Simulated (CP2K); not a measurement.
## BN under changes of volume

One of the cells (5.959 Å³/atom); the others are scaled copies at fixed shape and fractional positions:

```
N B
1.0
     2.56397    0.00000    0.00000
     1.28199    2.22046    0.00000
     1.28199    0.74015    2.09347
N B
1 1
Direct
  0.25000 0.25000 0.25000
  0.00000 0.00000 0.00000
```

The cell is a database's computed one.

| Quantity | Value |
| --- | --- |
| Program | CP2K 2026.2 |
| Functional | PBEsol |
| Potentials or basis | POTENTIAL_UZH N GTH-PBE-q5, B GTH-PBE-q3; TZVP-MOLOPT-PBE-GTH basis |
| Density cutoff | 6123 eV |
| k mesh | 13 × 13 × 13 |
| Occupations | fermi-dirac, width 0.05 eV |
| Spin | no spin polarisation |

```csv
volume (Å³/atom),energy over the lowest point (meV/atom),pressure (GPa),gap on the mesh (eV)
5.602,21.39,22.9,4.40
5.721,?,?,?
5.840,0.91,5.1,4.36
5.959,0.00,-2.6,4.33
6.078,4.57,-9.6,4.31
6.198,14.13,-16.0,4.29
6.317,28.25,-21.8,4.26
```

Task: What does the run at 5.721 Å³/atom give?

Result: Energy over the lowest point 7.85 meV/atom; pressure 13.6 GPa; gap on the mesh 4.38 eV.

Worked out: A Birch-Murnaghan fit of order 3 (a polynomial in V^(-2/3)) to the other rows has its minimum at 5.92 Å³/atom with B0 = V·E''(V) = 378 GPa and B' = 3.7. It gives 7.85 meV/atom at 5.721 Å³/atom, against the run's 7.85, and -dE/dV = 13.6 GPa, against 13.6. A straight line through the other rows of the gap, of slope -1.15 eV per unit of ln V, gives 4.38 eV, against the run's 4.38.

Energies are extrapolated to zero smearing.

Caveats: the potentials were made for another functional, which shifts forces and pressure; an odd mesh through Γ misses points on the zone boundary, where band edges often lie; the basis of atomic orbitals isn't converged, which shifts pressures, moduli and gaps.
